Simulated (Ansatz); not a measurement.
Write the native input for Ansatz 0.2.0 that does the following.

* Task: band structure
* Functional: revPBE
* Potentials or basis: Ansatz PAW
* Cutoff: 420 eV (not typed: the program's choice for these potentials)
* k mesh: 9 × 9 × 9
* Occupations: fermi-dirac, width 0.05 eV
* Spin: collinear spin, ferromagnetic start
* Starting moments: [7.0, 0.0] μB
* Path: [["G", "X", "W", "K", "G", "L", "U", "W", "L", "K"], ["U", "X"]]
* Points for each segment of the path: 14

Crystal: EuO.

```
CELL_PARAMETERS angstrom
0.00000 2.57195 2.57195
2.57195 0.00000 2.57195
2.57195 2.57195 0.00000
ATOMIC_POSITIONS crystal
Eu 0.00000 0.00000 0.00000
O 0.50000 0.50000 0.50000
```

One way to write it, as run:

input.yaml

```yaml
crystal:
  lattice:
    - [0.0, 2.57195, 2.57195]
    - [2.57195, 0.0, 2.57195]
    - [2.57195, 2.57195, 0.0]
  atoms:
    - { symbol: Eu, position: [0.0, 0.0, 0.0], spin: 7.0 }
    - { symbol: O, position: [0.5, 0.5, 0.5] }
hamiltonian:
  xc: revpbe
  pseudopotentials: { kind: paw }
magnetization:
  spin_polarized: true
kpoints:
  mp_grid: { grid: [9, 9, 9] }
  band_path:
    path:
      - [[0.0, 0.0, 0.0], [0.5, 0.0, 0.5], [0.5, 0.25, 0.75], [0.375, 0.375, 0.75], [0.0, 0.0, 0.0], [0.5, 0.5, 0.5], [0.625, 0.25, 0.625], [0.5, 0.25, 0.75], [0.5, 0.5, 0.5], [0.375, 0.375, 0.75]]
      - [[0.625, 0.25, 0.625], [0.5, 0.0, 0.5]]
    npoints: 14
scf:
  occupations: { method: fermi_dirac, width: 0.05 }
  n_extra_bands: 6
output:
  forces: true
  stress: true
  eigenvalues: true
  fatbands: false
```

Potentials or basis: Ansatz PAW.

Launch:

```console
$ ansatz run input.yaml --threads 2 --pin off --max-ram 5632MiB --backend cpu --events-out ev --progress --plain --runs-dir out
```

Results of the run:

The pressure is -1.5 GPa. The band gap on the k mesh is none (metal or under the smearing width), the net moment is 6.99 μB per cell and the absolute moment is 7.20 μB per cell. The site moments are Eu +6.63; O -0.09 μB.

Caveat: the pressure holds a Pulay correction of +0.4 GPa for the finite cutoff; spin-orbit coupling is left out, which moves the levels of the heavy elements; a cell with one magnetic atom can't hold antiferromagnetic order, which such compounds often take; without U or exact exchange the open f shell lies at the Fermi level, which spoils levels, moments and volumes; the PAW data sets come from PBE, with cores solved anew for the run's functional, which leaves a small shift of forces and pressure.

It took 4.4 s on 2 threads of Arm Neoverse V1 (shared host), peak memory 0.36 GiB.
